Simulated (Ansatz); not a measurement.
# Mo16C: the cost of one run

Program: Ansatz 0.2.0. Level of theory: DFT PBE, scalar-relativistic, plane waves, PAW. These are calculated values, not measurements.

The COD entry's cell or inner coordinates are ideal or old and differ from later refinements, so a difference from it is no clean test against experiment.

4 further runs of the same task are left out: 1 that didn't finish, 3 set aside as unsound or not needed.

## Step 1: Starting point

The structure is cubic, space group Im-3m (No. 229). The conventional cell has a = 3.160 Å, b = 3.160 Å, c = 3.160 Å, α = 90.00°, β = 90.00°, γ = 90.00°. Around Mo (site symmetry m-3m) lie 8 Mo at 2.74 Å.

As a file:

```
CELL_PARAMETERS angstrom
-1.58023 1.58023 1.58023
1.58023 -1.58023 1.58023
1.58023 1.58023 -1.58023
ATOMIC_POSITIONS crystal
Mo 0.00000 0.00000 0.00000
```

It is the result of an earlier relaxation at this level (volume 15.78 Å³/atom; gap on the mesh: none (metal)).

## Step 4: Plan of the scan

Atoms count from 1 in the order of the input.

C is moved over the surface cell; relaxed at each place: the height of the adsorbate's atoms; substrate rigid; the origin of the map has the adsorbate above Mo13.

- position of C17 along the first surface vector, from above Mo13: 8 values from 0.000 to 0.875, periodic
- position of C17 along the second surface vector, from above Mo13: 8 values from 0.000 to 0.875, periodic

Relaxed at each point: the height of the adsorbate's atoms; substrate rigid. Points are written as (first, second).

The two vectors of the plane (Å): (3.160, 0.000, 0.000); (0.000, 3.160, 0.000).

(The set-up runs are not shown.)

## Step 5: The run at (0/8, 0/8) of the map's two axes

Contents of input.yaml:

```yaml
crystal:
  lattice:
    - [6.320935748, 0.0, 0.0]
    - [0.0, 6.320935748, 0.0]
    - [0.0, 0.0, 20.0883894757]
  atoms:
    - { symbol: Mo, position: [0.25, 0.25, 0.1991199944] }
    - { symbol: Mo, position: [0.25, 0.75, 0.1991199944] }
    - { symbol: Mo, position: [0.75, 0.25, 0.1991199944] }
    - { symbol: Mo, position: [0.75, 0.75, 0.1991199944] }
    - { symbol: Mo, position: [0.0, 0.0, 0.2777840375] }
    - { symbol: Mo, position: [0.0, 0.5, 0.2777840375] }
    - { symbol: Mo, position: [0.5, 0.0, 0.2777840375] }
    - { symbol: Mo, position: [0.5, 0.5, 0.2777840375] }
    - { symbol: Mo, position: [0.25, 0.25, 0.3589730511] }
    - { symbol: Mo, position: [0.25, 0.75, 0.3589730511] }
    - { symbol: Mo, position: [0.75, 0.25, 0.3589730511] }
    - { symbol: Mo, position: [0.75, 0.75, 0.3589730511] }
    - { symbol: Mo, position: [0.0, 0.0, 0.4275300161] }
    - { symbol: Mo, position: [0.0, 0.5, 0.4275300161] }
    - { symbol: Mo, position: [0.5, 0.0, 0.4275300161] }
    - { symbol: Mo, position: [0.5, 0.5, 0.4275300161] }
    - { symbol: C, position: [0.0, 0.0, 0.5420240129] }
basis:
  ecutwfc: 420
kpoints:
  mp_grid: { grid: [4, 4, 1] }
hamiltonian:
  xc: pbe
  pseudopotentials: { kind: paw, azcp: { folder: soft_1 } }
scf:
  occupations: { method: gaussian, width: 0.1 }
output:
  forces: true
  eigenvalues: true
relax:
  adjacent_minimum: "off"
  f_tol: 0.025
  max_steps: 16
  constraints:
    - { sites: [0, 1, 2, 3, 4, 5, 6, 7, 8, 9, 10, 11, 12, 13, 14, 15] }
    - { sites: [16], fix: xy }
efield:
  axis: 3
  dipole_correction: true
  ramp_width: 0.04
```

Launch:

```console
> ansatz run input.yaml --threads 4 --pin off --max-ram 12288MiB --backend cpu --events-out ev --progress --plain --runs-dir out
```

What time and memory should one allow on 4 threads of Arm Neoverse V2, shared host?

About 2.1 min, with a peak of 2.1 GiB.
